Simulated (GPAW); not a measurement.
A calculation with GPAW 26.7.0 of AlNi (native input, structure from a POSCAR):

Contents of run.py:

```python
from ase.io import read
from gpaw import PW
from gpaw.dft import DFT

atoms = read('POSCAR')
atoms.set_initial_magnetic_moments([1.0, 0.0])

dft = DFT(atoms,
          mode=PW(600),
          xc='PBE',
          kpts={'size': (9, 9, 9), 'gamma': True},
          occupations={'name': 'fermi-dirac', 'width': 0.05},
          nbands=20,
          convergence={'density': 1e-05, 'energy': 1e-05},
          maxiter=150,
          txt='gpaw.txt')
print(f'Energy: {dft.calculate_energy():.6f} eV')
print('Forces (eV/A):')
print(dft.calculate_forces().round(4))
print('Stress (eV/A^3):', dft.calculate_stress().round(6))
print('Moments:', dft.magmoms()[1].round(3))
dft.write_gpw_file('gs.gpw')
```

File POSCAR:

```
AlNi
1.0
    2.8810000000      0.0000000000      0.0000000000
    0.0000000000      2.8810000000      0.0000000000
    0.0000000000      0.0000000000      2.8810000000
Ni Al
1 1
Direct
    0.5000000000      0.5000000000      0.5000000000
    0.0000000000      0.0000000000      0.0000000000
```

Potentials or basis: GPAW PAW data sets (gpaw-data 1.2.1), pw.

Launch:

```sh
$ OMP_NUM_THREADS=1 python run.py
```

Question: Write the same calculation in another form: ASE script, structure typed inline.

Answer: As run:

Contents of run.py:

```python
from ase import Atoms
from ase.dft.bandgap import bandgap
from ase.io import write
from ase.units import Bohr, GPa
from gpaw import GPAW, PW
from gpaw.elf import elf_from_dft_calculation

atoms = Atoms(['Ni', 'Al'],
              cell=[[2.881, 0.0, 0.0],
                    [0.0, 2.881, 0.0],
                    [0.0, 0.0, 2.881]],
              scaled_positions=[[0.5, 0.5, 0.5],
                                [0.0, 0.0, 0.0]],
              pbc=True)
atoms.set_initial_magnetic_moments([1.0, 0.0])

calc = GPAW(mode=PW(600),
            xc='PBE',
            kpts={'size': (9, 9, 9), 'gamma': True},
            occupations={'name': 'fermi-dirac', 'width': 0.05},
            nbands=20,
            convergence={'density': 1e-05, 'energy': 1e-05},
            maxiter=150,
            txt='gpaw.txt')
atoms.calc = calc
energy = atoms.get_potential_energy()
forces = atoms.get_forces()
stress = atoms.get_stress()
calc.write('gs.gpw')
write('result.traj', atoms)
print(f'Energy: {energy:.6f} eV')
print('Forces (eV/A):')
print(forces.round(4))
print('Stress (GPa):', (stress / GPa).round(3))
print('Moments:', calc.get_magnetic_moments().round(3))
print('Fermi level:', round(calc.get_fermi_level(), 4), 'eV')
print(f'Gap: {bandgap(calc)[0]:.4f} eV, direct: {bandgap(calc, direct=True)[0]:.4f} eV')

# fields on the real-space grid
write('density.cube', atoms, data=calc.get_pseudo_density() * Bohr**3)
write('potential.cube', atoms, data=calc.get_electrostatic_potential())
write('spin.cube', atoms, data=(calc.get_pseudo_density(spin=0) - calc.get_pseudo_density(spin=1)) * Bohr**3)
write('elf.cube', atoms, data=elf_from_dft_calculation(calc).data)
```

Potentials or basis: GPAW PAW data sets (gpaw-data 1.2.1), pw.

Command:

```console
$ OMP_NUM_THREADS=1 python run.py
```

Both were run:

|  | native input, structure from a POSCAR | ASE script, structure typed inline |
| --- | --- | --- |
| Pressure | 2.8 GPa | 2.8 GPa |
| Band gap on the k mesh | none (metal or under the smearing width) | none (metal or under the smearing width) |
| Net moment | 0.00 μB per cell | 0.00 μB per cell |

Keys that steer only the numerical path or the files written may differ.

Caveat: the stock nickel data set gives pressures a few GPa off other programs.
